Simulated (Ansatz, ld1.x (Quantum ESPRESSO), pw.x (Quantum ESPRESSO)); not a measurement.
# Tl (fcc): variants of one TM potential in the solid

- Element: thallium
- Generator: ld1.x (Quantum ESPRESSO) 7.5
- Type: norm-conserving Troullier–Martins (Kleinman–Bylander form)
- Functional: PBEsol
- Relativity: scalar-relativistic
- Frozen core: [Xe] 4f14 5d10
- Valence charge: 3
- Reference configuration: 6s2 6p1
- Partial waves: 6s (bound): rc 1.75 bohr; 6d channel at 0.45 Ry: rc 3.10 bohr; 6p (bound): rc 2.95 bohr
- Local potential: the p channel
- Core correction: Bessel-smoothed model core inside 1.10 bohr

Crystal test: fcc Tl in pw.x 7.5, no spin, 12³ k-points, Fermi–Dirac smearing 0.01 Ry, cutoffs set for each file from its atomic test. The reference is all-electron LAPW (Ansatz 0.2.0) with the same functional, mesh and smearing; V0 and B0 come from Birch–Murnaghan fits to the pressures at five volumes. Errors are pseudo minus all-electron; Δ is the rms difference of the E(V) curves that follow from these fits, minima aligned, over ±6 % about the mean V0. Mesh and smearing are coarse, so the numbers serve the comparison and aren't converged zero-temperature values; the lattice is a test structure that the element need not adopt.

All-electron: a0 = 4.847 Å (V0 = 28.47 Å³/atom), B0 = 36.3 GPa.

Base: This is a poor potential for the solid.

1 further variants are left out: they gave no file fit for a test, a broken result, the same result as the base, or pressures whose basis-set error rivals the error shown.

A dash in a converged row means that the minimum lies outside the volumes sampled.

```tsv
change	cutoffs (Ry)	pw.x	mean pressure error (GPa)
base	70/280	converged	-3.02
all radii but the core radius scaled by about 0.94 (s 1.64, p 2.76, d 2.90 bohr)	110/440	converged; bound ghost	-2.76
all radii but the core radius scaled by about 1.24 (s 2.16, p 3.66, d 3.84 bohr)	50/200	converged	-3.67
all radii but the core radius scaled by about 1.35 (s 2.36, p 3.98, d 4.18 bohr)	50/200	converged	-4.29
```

Task: Give the row for: all radii but the core radius scaled by about 1.08 (s 1.88, p 3.18, d 3.34 bohr).

Result: pw.x: converged; mean pressure error (GPa): -3.07.
